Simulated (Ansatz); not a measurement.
# Hf8C: the cost of one run

Computed with Ansatz 0.2.0 (DFT PBE, scalar-relativistic, plane waves, PAW, unless a step's input says otherwise).

4 further runs of the same task are left out: 1 that didn't finish, 3 set aside as unsound or not needed.

## Step 1: The starting structure

The structure is monoclinic, space group Pm (No. 6). Conventional cell: a = 5.068 Å, b = 6.410 Å, c = 18.950 Å, α = 90.00°, β = 90.00°, γ = 90.00°. Hf (site symmetry m) is surrounded by 8 Hf at 3.01 to 3.20 Å. Around Hf (site symmetry 1) lie 10 Hf at 2.99 to 3.20 Å. Hf (site symmetry 1) is surrounded by 10 Hf at 3.01 to 3.20 Å and 1 C at 3.29 Å. Hf (site symmetry m) is surrounded by 1 C at 2.10 Å. Hf (site symmetry m) has 8 Hf at 2.99 to 3.20 Å as nearest neighbours. C (site symmetry m) is surrounded by 1 Hf at 2.10 Å.

Coordinates:

```cif
data_structure
_symmetry_space_group_name_H-M 'Pm'
_symmetry_Int_Tables_number 6
_cell_length_a 5.0677
_cell_length_b 6.4096
_cell_length_c 18.9501
_cell_angle_alpha 90.000
_cell_angle_beta 90.000
_cell_angle_gamma 90.000
_cell_volume 615.54
loop_
_atom_site_label
_atom_site_type_symbol
_atom_site_symmetry_multiplicity
_atom_site_Wyckoff_symbol
_atom_site_fract_x
_atom_site_fract_y
_atom_site_fract_z
_atom_site_occupancy
Hf1 Hf 1 a 0.25000 0.00000 0.78892 1
Hf2 Hf 1 b 0.25000 0.50000 0.78892 1
Hf3 Hf 2 c 0.75000 0.75000 0.74010 1
Hf4 Hf 2 c 0.25000 0.75000 0.65447 1
Hf5 Hf 1 a 0.75000 0.00000 0.60686 1
Hf6 Hf 1 b 0.75000 0.50000 0.60686 1
C1 C 1 a 0.50000 0.00000 0.51820 1
```

This is the geometry of the first run shown, built on a cell relaxed beforehand with the same method.

## Step 2: Plan of the line

Atoms count from 1 in the order of the input.

C is moved over the surface cell; relaxed at each place: the height of the adsorbate's atoms; substrate rigid; the origin of the map has the adsorbate above Hf7.

The axes are (1) position of C9 along the first surface vector, from above Hf7: 8 values from 0.000 to 0.875, periodic; (2) position of C9 along the second surface vector, from above Hf7: 8 values from 0.000 to 0.875, periodic.

Relaxed at each point: the height of the adsorbate's atoms; substrate rigid. Points are written as (first, second).

The two vectors of the plane (Å): (3.205, 0.000, 0.000); (0.000, 5.068, 0.000).

## Step 3: The run at (0/8, 2/8) of the map's two axes

Input file input.yaml:

```yaml
crystal:
  lattice:
    - [6.4096340743, 0.0, 0.0]
    - [0.0, 5.0676933206, 0.0]
    - [0.0, 0.0, 18.9500687204]
  atoms:
    - { symbol: Hf, position: [0.0, 0.75, 0.2110810287] }
    - { symbol: Hf, position: [0.5, 0.75, 0.2110810287] }
    - { symbol: Hf, position: [0.25, 0.25, 0.2599014843] }
    - { symbol: Hf, position: [0.75, 0.25, 0.2599014843] }
    - { symbol: Hf, position: [0.25, 0.75, 0.3455348617] }
    - { symbol: Hf, position: [0.75, 0.75, 0.3455348617] }
    - { symbol: Hf, position: [0.0, 0.25, 0.3931420424] }
    - { symbol: Hf, position: [0.5, 0.25, 0.3931420424] }
    - { symbol: C, position: [0.0, 0.5, 0.4817960745] }
basis:
  ecutwfc: 420
kpoints:
  mp_grid: { grid: [4, 5, 1] }
hamiltonian:
  xc: pbe
scf:
  occupations: { method: gaussian, width: 0.1 }
output:
  forces: true
  eigenvalues: true
relax:
  adjacent_minimum: "off"
  f_tol: 0.025
  max_steps: 16
  constraints: [{ sites: [0, 1, 2, 3, 4, 5, 6, 7] }, { sites: [8], fix: xy }]
efield:
  axis: 3
  dipole_correction: true
  ramp_width: 0.04
```

On the command line:

```sh
ansatz run input.yaml --threads 4 --pin off --max-ram 12288MiB --backend cpu --events-out ev --progress --plain --runs-dir out
```

**Question.** How long does this run take on 4 threads of Intel Xeon 6975P-C (Granite Rapids), shared host, and how much memory does it need?

About 46 s, with a peak of 2 GiB.
